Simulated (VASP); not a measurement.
Te2Mo, a slab with vacuum:

```xyz
9
Lattice="3.5624 0.0000 0.0000 -1.7812 3.0851 0.0000 0.0000 0.0000 31.5633" Properties=species:S:1:pos:R:3 pbc="T T T"
Te    0.0000    0.0000    1.7916
Te    0.0000    2.0568    9.1213
Te    0.0000    2.0568   26.0209
Te    0.0000    2.0568    5.5424
Te    0.0000    2.0568   22.4419
Te    0.0000    0.0000   29.7717
Mo    0.0000    2.0568    0.0000
Mo    0.0000    0.0000    7.3323
Mo    0.0000    0.0000   24.2309
```

```yaml
Program: VASP 6.6.1
Task: single point
Functional: PBE
Potentials_or_basis: VASP PAW PBE potentials, release 64 (Te, Mo_sv)
Cutoff: 520 eV
k_mesh: 9 × 9 × 1
Occupations: fermi-dirac, width 0.05 eV
Spin: no spin polarisation
```

On this cell: largest force 0.230 eV/Å; band gap on the k mesh 1.00 eV, direct.

The same run follows on a disturbed copy (atoms moved at random, drawn with an rms of 0.05 Å):

```
CELL_PARAMETERS angstrom
3.56242 0.00000 0.00000
-1.78121 3.08514 0.00000
0.00000 0.00000 31.56327
ATOMIC_POSITIONS crystal
Te 0.00329 0.99533 0.05726
Te 0.32680 0.66481 0.28757
Te 0.33451 0.66646 0.82368
Te 0.34010 0.68586 0.17484
Te 0.34175 0.67035 0.71001
Te 0.99904 0.99183 0.94303
Mo 0.33182 0.65836 0.00051
Mo 0.01861 0.99997 0.23382
Mo 0.00180 0.00630 0.76629
```

**Question.** What does the disturbed cell give?

**Answer.** The energy moves by +16.0 meV/atom; largest force 2.182 eV/Å; band gap on the k mesh 0.99 eV, direct.

Forces in eV/Å, atoms in the order of the input:
```
Te  -0.069 -0.072  0.163
Te   0.711 -0.007  1.450
Te  -0.067  0.130 -0.015
Te   0.481 -0.328  0.375
Te  -0.195  0.058 -0.363
Te  -0.015 -0.005  0.072
Mo   0.084  0.084 -0.240
Mo  -1.192  0.330 -1.798
Mo   0.263 -0.190  0.357
```

Caveats: spin-orbit coupling is left out, which moves the levels of the heavy elements.

A k mesh can miss the band edges.
